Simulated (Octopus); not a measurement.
Set up this calculation in Octopus 16.4, as the native input.

* Task: single point
* Functional: PBEsol
* Potentials or basis: pseudodojo_pbesol (PseudoDojo 0.4, PBEsol)
* Grid spacing: 0.121 × 0.121 × 0.124 Å
* k mesh: 10 × 10 × 8
* Occupations: fermi-dirac, width 0.05 eV
* Spin: no spin polarisation
* Eigensolver: chebyshev_filter
* k-point symmetries used: yes
* ConvRelDens: 3e-07
* ExtraStates: 9
* DerivativesOrder: 8

TiB2:

```
CELL_PARAMETERS angstrom
3.02920 0.00000 0.00000
-1.51460 2.62336 0.00000
0.00000 0.00000 3.22840
ATOMIC_POSITIONS crystal
Ti 0.00000 0.00000 0.00000
B 0.66667 0.33333 0.50000
B 0.33333 0.66667 0.50000
```

One way to write it, as run:

inp

```
CalculationMode = gs
UnitsOutput = eV_Angstrom
PeriodicDimensions = 3
ExperimentalFeatures = yes
PseudopotentialSet = pseudodojo_pbesol
%LatticeParameters
 1*angstrom | 1*angstrom | 1*angstrom
%
%LatticeVectors
 3.0292 | 0 | 0
 -1.5146 | 2.6233641531 | 0
 0 | 0 | 3.2284
%
%ReducedCoordinates
 "Ti" | 0 | 0 | 0
 "B" | 0.6666666667 | 0.3333333333 | 0.5
 "B" | 0.3333333333 | 0.6666666667 | 0.5
%
%Spacing
 0.12116800*angstrom | 0.12116800*angstrom | 0.12416923*angstrom
%
DerivativesOrder = 8
%KPointsGrid
 10 | 10 | 8
%
KPointsUseSymmetries = yes
XCFunctional = gga_x_pbe_sol + gga_c_pbe_sol
SmearingFunction = fermi_dirac
Smearing = 0.05*eV
ExtraStates = 9
Eigensolver = chebyshev_filter
ConvRelDens = 3e-7
MaximumIter = 120
%Output
 density | cube
 elf | cube
 potential | cube
%
```

Potentials or basis: pseudodojo_pbesol (PseudoDojo 0.4, PBEsol).

The run is started by

```console
$ OMP_NUM_THREADS=1 octopus > out.log
```

It gave:

The band gap on the k mesh is none (metal or under the smearing width).

It took 5.3 min on 1 thread of Intel(R) Xeon(R) 6975P-C (Granite Rapids) (shared host), peak memory 1.2 GiB.
